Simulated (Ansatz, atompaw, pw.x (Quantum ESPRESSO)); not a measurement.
**What a changed setting does to a pw.x run (bcc Mo)**

Potential: PAW, atompaw 4.2.0.5, PBEsol; core [Ar] 3d10, reference 4s2 4p6 4d5 5s1 5p0; waves: 4s (bound): rc 1.65 bohr; 5s (bound): rc 2.80 bohr; 4p (bound): rc 1.90 bohr; 5p (bound, empty): rc 2.80 bohr; 4d (bound): rc 2.80 bohr; 4d channel at 1.3 Ry: rc 2.80 bohr; local part: vpsmatchnc scheme with l = 3 at -0.5 Ry, radius 2.05 bohr; core correction: smooth core density matched at 2.40 bohr; augmentation: besselshape compensation charge, radius 2.65 bohr; PAW radius 2.80 bohr; waves and projectors: custom polynom2 7 10 vanderbiltortho.

The reference run (k-mesh 15³, cutoffs 70/700 Ry, Fermi–Dirac 0.01 Ry, mixing_beta 0.4, conv_thr 1e-9, no spin) gives -0.76 GPa at 15.327 Å³/atom, where all-electron LAPW gives 0.24 GPa. This run, with its own iteration cap, changes mixing_mode to TF.

```
&control
  calculation='scf', prefix='x', pseudo_dir='./', outdir='./tmp', tstress=.true., disk_io='none'
/
&system
  ibrav=0, nat=1, ntyp=1, ecutwfc=70, ecutrho=700, nbnd=15,
  occupations='smearing', smearing='fd', degauss=0.01
/
&electrons
  conv_thr=1e-09, mixing_beta=0.4, electron_maxstep=70, mixing_mode='TF'
/
ATOMIC_SPECIES
Mo 1.0 Mo.UPF
CELL_PARAMETERS angstrom
  -1.56482481 1.56482481 1.56482481
  1.56482481 -1.56482481 1.56482481
  1.56482481 1.56482481 -1.56482481
ATOMIC_POSITIONS crystal
Mo 0.0000 0.0000 0.0000
K_POINTS automatic
15 15 15 0 0 0
```

```bash
pw.x < Mo.scf.in > Mo.scf.out
```

Problem. How does the run end?

Solution. It converges in 10 iterations; the free energy moves by +0.0 meV/atom and the pressure by -0.10 GPa.

```
Message from routine setup:
     using ibrav=0 with symmetry is DISCOURAGED, use correct ibrav instead
     lattice parameter (alat)  =       5.1218  a.u.
     unit-cell volume          =     103.4317 (a.u.)^3
     number of electrons       =        14.00
     number of Kohn-Sham states=           15
     kinetic-energy cutoff     =      70.0000  Ry
     charge density cutoff     =     700.0000  Ry
     scf convergence threshold =      1.0E-09
     Exchange-correlation= SLA PW PSX PSC
     number of k points=   120  Fermi-Dirac smearing, width (Ry)=  0.0100
     iteration #  1     ecut=    70.00 Ry     beta= 0.40
     c_bands:  1 eigenvalues not converged
     c_bands:  1 eigenvalues not converged
     total energy              =    -359.57288641 Ry
     estimated scf accuracy    <       0.17759063 Ry
     iteration #  2     ecut=    70.00 Ry     beta= 0.40
     total energy              =    -359.53717244 Ry
     estimated scf accuracy    <       0.07988604 Ry
     iteration #  3     ecut=    70.00 Ry     beta= 0.40
     total energy              =    -359.55566066 Ry
     estimated scf accuracy    <       0.00077058 Ry
     [... 4 iterations left out ...]
     iteration #  8     ecut=    70.00 Ry     beta= 0.40
     total energy              =    -359.55949065 Ry
     estimated scf accuracy    <       0.00000024 Ry
     iteration #  9     ecut=    70.00 Ry     beta= 0.40
     total energy              =    -359.55949089 Ry
     estimated scf accuracy    <       0.00000002 Ry
     iteration # 10     ecut=    70.00 Ry     beta= 0.40
     the Fermi energy is    20.7988 ev
!    total energy              =    -359.55949091 Ry
     estimated scf accuracy    <          7.9E-10 Ry
     smearing contrib. (-TS)   =      -0.00305007 Ry
     The total energy is F=E-TS. E is the sum of the following terms:
     one-electron contribution =     -12.96799243 Ry
     hartree contribution      =      20.85549100 Ry
     xc contribution           =     -15.94277379 Ry
     ewald contribution        =    -120.60669069 Ry
     one-center paw contrib.   =    -230.89447492 Ry
     convergence has been achieved in  10 iterations
          total   stress  (Ry/bohr**3)                   (kbar)     P=       -8.67
     Message from routine punch:
     Nothing written, as per user request (disk_io='none')
```

The run took about 27 s on one core of a shared host (Intel(R) Xeon(R) 6975P-C, 192 threads, 378 GiB, load 33).
